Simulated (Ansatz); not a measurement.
One structure, 3 elements: PbS, PbSe, TePb

Plane-wave DFT in Ansatz with scalar-relativistic PAW potentials, cutoff 420 eV, Γ-centred meshes chosen by cell and gap, Gaussian smearing with energies taken to zero width. Every cell was relaxed (cell and atoms) in a run of its own, within the symmetry of its start. Functional: LDA.

All members share space group Fm-3m and the same sites; only the element on one set of sites changes (S, Se, Te). Members needn't be the stable form of their composition. Energies over the elements, where given, are against the elements' standard states in the same functional (H₂, N₂, O₂ and halogens uncorrected, Hg as a solid). The first member:

Space group Fm-3m (No. 225). a = 5.846 Å, b = 5.846 Å, c = 5.846 Å, α = 90.00°, β = 90.00°, γ = 90.00°
```json
{"atom": "Pb", "site": "4b", "symmetry": "m-3m", "x": "0.0000", "y": "0.0000", "z": "0.5000"}
{"atom": "S", "site": "4a", "symmetry": "m-3m", "x": "0.5000", "y": "0.0000", "z": "0.5000"}
```

```csv
compound,V (Å³/atom),a (Å),gap on mesh (eV),energy over elements (eV/atom)
PbS,24.98,5.846,0.06,-0.554
TePb,32.44,6.379,0.57,-0.359
```

**Question.** Predict the member with Se.

**Answer.** V (Å³/atom) 27.58, a (Å) 6.043, gap on mesh (eV) 0.05, energy over elements (eV/atom) -0.522. Interpolating linearly in period between S and Te would give 28.71 Å³/atom (4.1 % too large) and a gap of 0.32 eV, with -0.457 eV/atom over the elements. Over the whole series the volume grows at each step down the group; the gap has no steady trend; binding against the elements weakens. Less electronegative, larger anions gain less from charge transfer and lattice energy, in line with the weaker binding.

Spin-orbit coupling is left out, which matters for the bands of heavy elements. For Tl, Pb and Bi spin-orbit coupling shifts energies too.